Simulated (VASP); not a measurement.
# CdSe (P6_3mc) in VASP: notebook, part 2 of 2

VASP 6.6.1.

### Step 4. Single point, PBEsol

This run uses another cell than the first one, of 28.13 Å³/atom.

Input file INCAR:

```
  PREC = Accurate
  ENCUT = 520
  EDIFF = 1E-6
  ISMEAR = 0
  SIGMA = 0.01
  LREAL = F
  LASPH = T
  NELM = 80
  ALGO = Normal
  ISIF = 2
  LWAVE = F
  LCHARG = F
  GGA = PS
  NBANDS = 26
```

Input file KPOINTS:

```
regular mesh
0
Gamma
  6 6 4
```

Input file POSCAR:

```
CdSe
1.0
    4.3009830028      0.0000000000      0.0000000000
   -2.1504915014      3.7247605417      0.0000000000
    0.0000000000      0.0000000000      7.0225479905
Cd Se
2 2
Direct
    0.3333333333      0.6666666667      0.0047026406
    0.6666666667      0.3333333333      0.5047026406
    0.3333333333      0.6666666667      0.3802973594
    0.6666666667      0.3333333333      0.8802973594
```

Potentials or basis: VASP PAW PBE potentials, release 64 (Cd, Se).

On the command line:

```sh
cat potpaw_PBE.64/Cd/POTCAR potpaw_PBE.64/Se/POTCAR > POTCAR
mpirun -np 1 vasp_std > vasp.out
```

OUTCAR:

```text
PREC = Accurate
   ENCUT = 520
   EDIFF = 1E-6
   ISMEAR = 0
   LREAL = F
   LASPH = T
   NELM = 80
   ISIF = 2
   GGA = PS

 ion  position               nearest neighbor table
   1  0.333  0.667  0.005-   4 2.63   4 2.63   4 2.63   3 2.64
   2  0.667  0.333  0.505-   3 2.63   3 2.63   3 2.63   4 2.64
   3  0.333  0.667  0.380-   2 2.63   2 2.63   2 2.63   1 2.64
   4  0.667  0.333  0.880-   1 2.63   1 2.63   1 2.63   2 2.64

  LATTYP: Found a hexagonal cell.
 ALAT       =     4.3009830028
 C/A-ratio  =     1.6327774339

  Lattice vectors:

 A1 = (   4.3009830028,   0.0000000000,   0.0000000000)
 A2 = (  -2.1504915014,   3.7247605417,   0.0000000000)
 A3 = (   0.0000000000,   0.0000000000,   7.0225479905)

Analysis of symmetry for initial positions (statically):
=====================================================================
 Subroutine PRICEL returns:
 Original cell was already a primitive cell.

 Routine SETGRP: Setting up the symmetry group for a
 hexagonal supercell.

[... 165 lines left out ...]
  free energy    TOTEN  =       -12.34662602 eV

  energy without entropy =      -12.34662602  energy(sigma->0) =      -12.34662602

 E-fermi :   0.9317     XC(G=0):  -9.0911

 val. band max:        0.8209204110   @ k =   0.0000   0.0000   0.0000
 cond. band min:       1.3594383422   @ k =   0.0000   0.0000   0.0000
 fundamental gap:      0.5385179312
 Fermi energy:         0.9316989743

 k-point     1 :       0.0000    0.0000    0.0000
  band No.  band energies     occupation
      1     -11.8119      2.00000
      2     -11.4266      2.00000
      3      -7.0902      2.00000
      4      -7.0827      2.00000
      5      -7.0827      2.00000
      6      -7.0141      2.00000
[... 598 lines left out ...]
     25       9.5661      0.00000
     26       9.5761      0.00000

------------------------ aborting loop because EDIFF is reached ----------------------------------------

  FORCE on cell =-STRESS in cart. coord.  units (eV):
  Direction    XX          YY          ZZ          XY          YZ          ZX
  --------------------------------------------------------------------------------------
  -------------------------------------------------------------------------------------
  Total        0.2603945      0.2603945      0.2293826      0.0000000      0.0000000      0.0000000
  in kB        3.7083581      3.7083581      3.2667071      0.0000000      0.0000000      0.0000000
  external PRESSURE =       3.5611411 kB  Pullay stress =       0.0000000 kB

 VOLUME and BASIS-vectors are now :
 -----------------------------------------------------------------------------
  energy-cutoff  :      520.00
  volume of cell :      112.50
      direct lattice vectors                 reciprocal lattice vectors
     4.300983003  0.000000000  0.000000000     0.232504988  0.134236817  0.000000000
    -2.150491501  3.724760542  0.000000000     0.000000000  0.268473634  0.000000000
     0.000000000  0.000000000  7.022547990     0.000000000  0.000000000  0.142398457

 POSITION                                       TOTAL-FORCE (eV/Angst)
 -----------------------------------------------------------------------------------
     -0.00000      2.48317      0.03302         0.000000     -0.000000      0.001735
      2.15049      1.24159      3.54430        -0.000000      0.000000      0.001735
     -0.00000      2.48317      2.67066         0.000000      0.000000     -0.001735
      2.15049      1.24159      6.18193         0.000000      0.000000     -0.001735
 -----------------------------------------------------------------------------------
    total drift:                               -0.000000     -0.000000      0.000193

  FREE ENERGIE OF THE ION-ELECTRON SYSTEM (eV)
  ---------------------------------------------------
  free  energy   TOTEN  =       -12.3466260213 eV

  energy  without entropy=      -12.3466260213  energy(sigma->0) =      -12.34662602
```

OSZICAR:

```text
N       E                     dE             d eps       ncg     rms          rms(c)
DAV:   1     0.238133961008E+03    0.23813E+03   -0.17177E+04  1100   0.125E+03
DAV:   2    -0.448729787503E+00   -0.23858E+03   -0.23128E+03  1166   0.307E+02
DAV:   3    -0.130003574693E+02   -0.12552E+02   -0.12480E+02  1318   0.705E+01
DAV:   4    -0.131074948498E+02   -0.10714E+00   -0.10700E+00  1178   0.602E+00
DAV:   5    -0.131081318374E+02   -0.63699E-03   -0.63696E-03  1290   0.460E-01    0.844E+00
DAV:   6    -0.123878451922E+02    0.72029E+00   -0.13192E+00  1380   0.121E+01    0.674E+00
DAV:   7    -0.123505625923E+02    0.37283E-01   -0.47203E-01  1156   0.359E+00    0.282E+00
DAV:   8    -0.123470596240E+02    0.35030E-02   -0.51925E-02  1130   0.235E+00    0.354E-01
DAV:   9    -0.123465306696E+02    0.52895E-03   -0.70063E-03  1186   0.993E-01    0.106E-01
DAV:  10    -0.123465720661E+02   -0.41396E-04   -0.67254E-04  1154   0.277E-01    0.611E-02
DAV:  11    -0.123466370249E+02   -0.64959E-04   -0.18321E-04  1158   0.908E-02    0.290E-02
DAV:  12    -0.123466242674E+02    0.12758E-04   -0.48438E-05  1172   0.764E-02    0.969E-03
DAV:  13    -0.123466272658E+02   -0.29985E-05   -0.14626E-05  1130   0.170E-02    0.103E-02
DAV:  14    -0.123466259718E+02    0.12940E-05   -0.32115E-06  1100   0.141E-02    0.392E-03
DAV:  15    -0.123466260213E+02   -0.49522E-07   -0.31556E-07   570   0.312E-03
   1 F= -.12346626E+02 E0= -.12346626E+02  d E =-.396217E-57
```

Run time: 40 s. Hardware: 1 thread of Intel Xeon Platinum 8488C (Sapphire Rapids), shared host; peak memory 0.24 GiB.

Results:

```
Free energy            : -12.3466 eV
Pressure               : 0.4 GPa
Band gap on the k mesh : 0.54 eV
```

Caveat: semilocal functionals underestimate gaps, and a narrow one can read as zero; the PAW data sets were made with another functional, which shifts forces and pressure a little.

### Step 5. Single point, PBEsol (z stretched by -0.5 %, x and y held)

Input file INCAR:

```
PREC = Accurate ; ENCUT = 520
EDIFF = 1E-6 ; ISMEAR = 0
SIGMA = 0.01 ; LREAL = False
LASPH = True ; NELM = 80
ALGO = Normal ; ISIF = 2
LWAVE = False ; LCHARG = False
GGA = PS ; NBANDS = 26
```

Input file KPOINTS:

```
Automatic mesh
0
Gamma
  6 6 4
```

Input file POSCAR:

```
CdSe
1.0
    4.3009830028      0.0000000000      0.0000000000
   -2.1504915014      3.7247605417      0.0000000000
    0.0000000000      0.0000000000      6.9874352506
Cd Se
2 2
Direct
    0.3333333333      0.6666666667      0.0041620278
    0.6666666667      0.3333333333      0.5041620278
    0.3333333333      0.6666666667      0.3808379722
    0.6666666667      0.3333333333      0.8808379722
```

Potentials or basis: VASP PAW PBE potentials, release 64 (Cd, Se).

On the command line:

```sh
cat potpaw_PBE.64/Cd/POTCAR potpaw_PBE.64/Se/POTCAR > POTCAR
mpirun -np 1 vasp_std > vasp.out
```

OUTCAR:

```text
PREC = Accurate
   ENCUT = 520
   EDIFF = 1E-6
   ISMEAR = 0
   LREAL = False
   LASPH = True
   NELM = 80
   ISIF = 2
   GGA = PS

 ion  position               nearest neighbor table
   1  0.333  0.667  0.004-   4 2.63   4 2.63   4 2.63   3 2.63
   2  0.667  0.333  0.504-   3 2.63   3 2.63   3 2.63   4 2.63
   3  0.333  0.667  0.381-   2 2.63   2 2.63   2 2.63   1 2.63
   4  0.667  0.333  0.881-   1 2.63   1 2.63   1 2.63   2 2.63

  LATTYP: Found a hexagonal cell.
 ALAT       =     4.3009830028
 C/A-ratio  =     1.6246135467

  Lattice vectors:

 A1 = (   4.3009830028,   0.0000000000,   0.0000000000)
 A2 = (  -2.1504915014,   3.7247605417,   0.0000000000)
 A3 = (   0.0000000000,   0.0000000000,   6.9874352506)

Analysis of symmetry for initial positions (statically):
=====================================================================
 Subroutine PRICEL returns:
 Original cell was already a primitive cell.

 Routine SETGRP: Setting up the symmetry group for a
 hexagonal supercell.

 Subroutine GETGRP returns: Found 12 space group operations
 (whereof  6 operations were pure point group operations)
 out of a pool of 24 trial point group operations.

The static configuration has the point symmetry C_3v.
 The point group associated with its full space group is C_6v.

Analysis of symmetry for dynamics (positions and initial velocities):
=====================================================================
 Subroutine PRICEL returns:
 Original cell was already a primitive cell.

 Routine SETGRP: Setting up the symmetry group for a
 hexagonal supercell.

 Subroutine GETGRP returns: Found 12 space group operations
 (whereof  6 operations were pure point group operations)
 out of a pool of 24 trial point group operations.

The dynamic configuration has the point symmetry C_3v.
 The point group associated with its full space group is C_6v.

 Subroutine INISYM returns: Found 12 space group operations
 (whereof  6 operations are pure point group operations),
 and found     1 'primitive' translations

----------------------------------------------------------------------------------------

                                     Primitive cell

  volume of cell :     111.9396

  direct lattice vectors                    reciprocal lattice vectors
     4.300983003  0.000000000  0.000000000     0.232504988  0.134236817  0.000000000
    -2.150491501  3.724760542  0.000000000     0.000000000  0.268473634  0.000000000
     0.000000000  0.000000000  6.987435251     0.000000000  0.000000000  0.143114027

  length of vectors
     4.300983003  4.300983003  6.987435251     0.268473634  0.268473634  0.143114027

  position of ions in fractional coordinates (direct lattice)
     0.333333333  0.666666667  0.004162028
     0.666666667  0.333333333  0.504162028
     0.333333333  0.666666667  0.380837972
     0.666666667  0.333333333  0.880837972

  ion indices of the primitive-cell ions
   primitive index   ion index
                 1           1
                 2           2
                 3           3
                 4           4

----------------------------------------------------------------------------------------

 KPOINTS: Automatic mesh

Automatic generation of k-mesh.
 Grid dimensions read from file:
 generate k-points for:    6    6    4

 Generating k-lattice:

  Cartesian coordinates                     Fractional coordinates (reciprocal lattice)
     0.038750831  0.022372803  0.000000000     0.166666667  0.000000000  0.000000000
     0.000000000  0.044745606  0.000000000     0.000000000  0.166666667  0.000000000
     0.000000000  0.000000000  0.035778507     0.000000000  0.000000000  0.250000000

  Length of vectors
     0.044745606  0.044745606  0.035778507

  Shift w.r.t. Gamma in fractional coordinates (k-lattice)
     0.000000000  0.000000000  0.000000000

 Subroutine IBZKPT returns following result:
 ===========================================

 Found     21 irreducible k-points:

 Following reciprocal coordinates:
            Coordinates               Weight
  0.000000  0.000000  0.000000      1.000000
  0.166667  0.000000  0.000000      6.000000
  0.333333  0.000000  0.000000      6.000000
  0.500000  0.000000  0.000000      3.000000
  0.166667  0.166667  0.000000      6.000000
  0.333333  0.166667  0.000000     12.000000
[... 13 lines left out ...]
  0.333333  0.166667  0.500000     12.000000
  0.333333  0.333333  0.500000      2.000000
   k-points           NKPTS =     21   k-points in BZ     NKDIM =     21   number of bands    NBANDS=     26
   number of dos      NEDOS =    301   number of ions     NIONS =      4
   total plane-waves  NPLWV =  55296
   dimension x,y,z NGX =    32 NGY =   32 NGZ =   54
   dimension x,y,z NGXF=    64 NGYF=   64 NGZF=  108
   ions per type =               2   2
   NGX,Y,Z   is equivalent  to a cutoff of  12.37, 12.37, 12.85 a.u.
   NGXF,Y,Z  is equivalent  to a cutoff of  24.74, 24.74, 25.70 a.u.
 SYSTEM =  unknown system
   PREC   = accura    normal or accurate (medium, high low for compatibility)
   ISTART =      0    job   : 0-new  1-cont  2-samecut
   ICHARG =      2    charge: 1-file 2-atom 10-const
   ISPIN  =      1    spin polarized calculation?
   LNONCOLLINEAR =      F non collinear calculations
   LSORBIT =      F    spin-orbit coupling
   LASPH  =      T    aspherical Exc in radial PAW
   ENCUT  =  520.0 eV  38.22 Ry    6.18 a.u.   8.00  8.00 12.99*2*pi/ulx,y,z
   NELM   =     80;   NELMIN=  2; NELMDL= -5     # of ELM steps
   EDIFF  = 0.1E-05   stopping-criterion for ELM
   LREAL  =      F    real-space projection
   EDIFFG = 0.1E-04   stopping-criterion for IOM
   NSW    =      0    number of steps for IOM
   IBRION =     -1    ionic relax: 0-MD 1-quasi-New 2-CG
   NFREE  =      0    steps in history (QN), initial steepest desc. (CG)
   ISIF   =      2    stress and relaxation
   ISYM   =      2    0-nonsym 1-usesym 2-fastsym
   POTIM  = 0.5000    time-step for ionic-motion
   TEBEG  =    0.0;   TEEND  =   0.0 temperature during run
   PSTRESS=    0.0 pullay stress
   NELECT =      36.0000    total number of electrons
   NUPDOWN=      -1.0000    fix difference up-down
   EMIN   =  10.00;   EMAX   =-10.00  energy-range for DOS
   EFERMI =   0.00;   METHOD = LEGACY
   ISMEAR =     0;   SIGMA  =   0.01  broadening in eV -4-tet -1-fermi 0-gaus
   EFERMI_NEDOS =   21; number of points for ismear=-14 and -15
   IALGO  =     38    algorithm
   IMIX   =      4    mixing-type and parameters
     AMIX     =   0.40;   BMIX     =  1.00
     AMIX_MAG =   1.60;   BMIX_MAG =  1.00
  volume/ion in A,a.u.               =      27.98       188.85
  Fermi-wavevector in a.u.,A,eV,Ry     =   1.121625  2.119564 17.116711  1.258043
  Thomas-Fermi vector in A             =   2.258280
   LORBIT       =      0    0 simple, 1 ext, 2 COOP (PROOUT), +10 PAW based schemes
   GGA     = PS    functional components
   LHFCALC =     F    Hartree Fock is set to
   AEXX    =    0.0000 exact exchange contribution
   IVDW    =     0    specifies the selected vdW correction
   LEPSILON=     F    determine dielectric tensor
   LRPA    =     F    only Hartree local field effects (RPA)
 non-spin polarized calculation
 Gauss-broadening in eV      SIGMA  =   0.01
  energy-cutoff  :      520.00
  volume of cell :      111.94
 maximum number of plane-waves:      3030
 NGX is ok and might be reduce to    32
   NGX = 15   NGY = 15   NGZ = 25

 number of electron      35.9999996 magnetization

 Free energy of the ion-electron system (eV)
  ---------------------------------------------------
  ext. energy  EPLUGINS =         0.00000000
  ---------------------------------------------------
  free energy    TOTEN  =       -12.34468530 eV

  energy without entropy =      -12.34468530  energy(sigma->0) =      -12.34468530

 E-fermi :   0.9535     XC(G=0):  -9.1136

 val. band max:        0.8538314435   @ k =   0.0000   0.0000   0.0000
 cond. band min:       1.4119564515   @ k =   0.0000   0.0000   0.0000
 fundamental gap:      0.5581250080
 Fermi energy:         0.9534719416

 k-point     1 :       0.0000    0.0000    0.0000
  band No.  band energies     occupation
      1     -11.8006      2.00000
      2     -11.4076      2.00000
      3      -7.0654      2.00000
      4      -7.0603      2.00000
      5      -7.0603      2.00000
      6      -6.9910      2.00000
[... 598 lines left out ...]
     25       9.5944      0.00000
     26       9.5983      0.00000

------------------------ aborting loop because EDIFF is reached ----------------------------------------

  FORCE on cell =-STRESS in cart. coord.  units (eV):
  Direction    XX          YY          ZZ          XY          YZ          ZX
  --------------------------------------------------------------------------------------
  -------------------------------------------------------------------------------------
  Total        0.3968853      0.3968853      0.5243616      0.0000000      0.0000000      0.0000000
  in kB        5.6805670      5.6805670      7.5051183      0.0000000      0.0000000      0.0000000
  external PRESSURE =       6.2887508 kB  Pullay stress =       0.0000000 kB

 VOLUME and BASIS-vectors are now :
 -----------------------------------------------------------------------------
  energy-cutoff  :      520.00
  volume of cell :      111.94
      direct lattice vectors                 reciprocal lattice vectors
     4.300983003  0.000000000  0.000000000     0.232504988  0.134236817  0.000000000
    -2.150491501  3.724760542  0.000000000     0.000000000  0.268473634  0.000000000
     0.000000000  0.000000000  6.987435251     0.000000000  0.000000000  0.143114027

 POSITION                                       TOTAL-FORCE (eV/Angst)
 -----------------------------------------------------------------------------------
     -0.00000      2.48317      0.02908         0.000000     -0.000000      0.000836
      2.15049      1.24159      3.52280        -0.000000      0.000000      0.000836
     -0.00000      2.48317      2.66108        -0.000000      0.000000     -0.000836
      2.15049      1.24159      6.15480         0.000000     -0.000000     -0.000836
 -----------------------------------------------------------------------------------
    total drift:                               -0.000000     -0.000000     -0.000033

  FREE ENERGIE OF THE ION-ELECTRON SYSTEM (eV)
  ---------------------------------------------------
  free  energy   TOTEN  =       -12.3446853036 eV

  energy  without entropy=      -12.3446853036  energy(sigma->0) =      -12.34468530
```

OSZICAR:

```text
N       E                     dE             d eps       ncg     rms          rms(c)
DAV:   1     0.238787659627E+03    0.23879E+03   -0.16936E+04  1092   0.124E+03
DAV:   2    -0.255206148367E+00   -0.23904E+03   -0.23095E+03  1170   0.306E+02
DAV:   3    -0.129989970148E+02   -0.12744E+02   -0.12668E+02  1290   0.713E+01
DAV:   4    -0.131047975679E+02   -0.10580E+00   -0.10572E+00  1214   0.611E+00
DAV:   5    -0.131054316512E+02   -0.63408E-03   -0.63407E-03  1284   0.455E-01    0.854E+00
DAV:   6    -0.123860161596E+02    0.71942E+00   -0.13184E+00  1384   0.121E+01    0.681E+00
DAV:   7    -0.123486978727E+02    0.37318E-01   -0.48005E-01  1156   0.361E+00    0.282E+00
DAV:   8    -0.123451169656E+02    0.35809E-02   -0.53212E-02  1134   0.238E+00    0.358E-01
DAV:   9    -0.123445928491E+02    0.52412E-03   -0.71289E-03  1184   0.100E+00    0.107E-01
DAV:  10    -0.123446309507E+02   -0.38102E-04   -0.68383E-04  1160   0.279E-01    0.607E-02
DAV:  11    -0.123446956468E+02   -0.64696E-04   -0.18196E-04  1148   0.908E-02    0.287E-02
DAV:  12    -0.123446835215E+02    0.12125E-04   -0.49163E-05  1180   0.776E-02    0.956E-03
DAV:  13    -0.123446863689E+02   -0.28474E-05   -0.12950E-05  1132   0.156E-02    0.976E-03
DAV:  14    -0.123446852624E+02    0.11065E-05   -0.26049E-06   996   0.127E-02    0.390E-03
DAV:  15    -0.123446853036E+02   -0.41171E-07   -0.27424E-07   570   0.295E-03
   1 F= -.12344685E+02 E0= -.12344685E+02  d E =-.597483E-47
```

Run time: 42 s. Hardware: 1 thread of Intel Xeon Platinum 8488C (Sapphire Rapids), shared host; peak memory 0.24 GiB.

What came out:

```yaml
Free_energy: -12.3447 eV
Pressure: 0.6 GPa
Band_gap_on_the_k_mesh: 0.56 eV
```

Stress tensor (GPa, compression positive):
```
0.57 0.00 0.00
0.00 0.57 0.00
0.00 0.00 0.75
```

Caveat: the cell differs from its parent crystal (z stretched by -0.5 %, x and y held); semilocal functionals underestimate gaps, and a narrow one can read as zero; the PAW data sets were made with another functional, which shifts forces and pressure a little.

### Step 6. Summary

| cell | gap on the mesh (eV) | pressure (GPa) |
| --- | --- | --- |
| a = 4.279, b = 4.279, c = 6.987 Å, angles 90.0, 90.0, 120.0°, 4 atoms, atomic positions A | 0.57 | 1.2 |
| a = 4.301, b = 4.301, c = 7.023 Å, angles 90.0, 90.0, 120.0°, 4 atoms, atomic positions A | 0.54 | 0.4 |
| a = 4.301, b = 4.301, c = 6.987 Å, angles 90.0, 90.0, 120.0°, 4 atoms, atomic positions B | 0.56 | 0.6 |

Alike in all rows: task single point; level PBEsol; potentials or basis VASP PAW PBE potentials, release 64 (Cd, Se); no spin polarisation; k mesh 6 × 6 × 4; cutoff (eV) 520; smearing gaussian 0.01 eV.

Caveats: semilocal functionals underestimate gaps, and a narrow one can read as zero; the PAW data sets were made with another functional, which shifts forces and pressure a little.

Total energies depend on the potentials used, so only differences within one code and one set of settings carry meaning.

### Step 7. How close it comes

Step 3. Against the measured gap of CdSe, 1.841 eV (2 K; a printed reference work, data compilation), the calculated 0.54 eV is off by -1.30 eV. So large a miss can be the level of theory's own, or it may mean another phase, state or a wrong row. Spin-orbit coupling on Cd, Se is left out. The value is that of PBEsol, without temperature or zero-point motion. Semilocal functionals fall short of measured gaps as a rule.
